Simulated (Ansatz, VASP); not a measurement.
# Be in VASP and in Ansatz

```xyz
1
Lattice="-1.1409 1.1409 1.1409 1.1409 -1.1409 1.1409 1.1409 1.1409 -1.1409" Properties=species:S:1:pos:R:3 pbc="T T T"
Be    0.0000    0.0000    0.0000
```

Change from the starting cell: volume scaled by 0.76, LAPW.

Alike in both runs: task single point; functional PBE; k mesh 21 × 21 × 21; occupations fermi-dirac, width 0.08 eV; no spin polarisation.

|  | VASP | Ansatz |
| --- | --- | --- |
| version | VASP 6.6.1 | Ansatz 0.2.0 |
| potentials or method | VASP PAW PBE potentials, release 64 (Be), cutoff 520 eV | all-electron LAPW, scalar-relativistic |

|  | VASP | Ansatz | Ansatz less VASP |
| --- | --- | --- | --- |
| pressure (GPa) | 54.0 | 53.5 | -0.52 |

Ansatz ran all-electron here, so the differences hold the error of VASP's frozen core and of both bases.

Caveats: so large a pressure means that the cell lies far from this level's equilibrium, or that cutoff or potentials fall short (VASP).
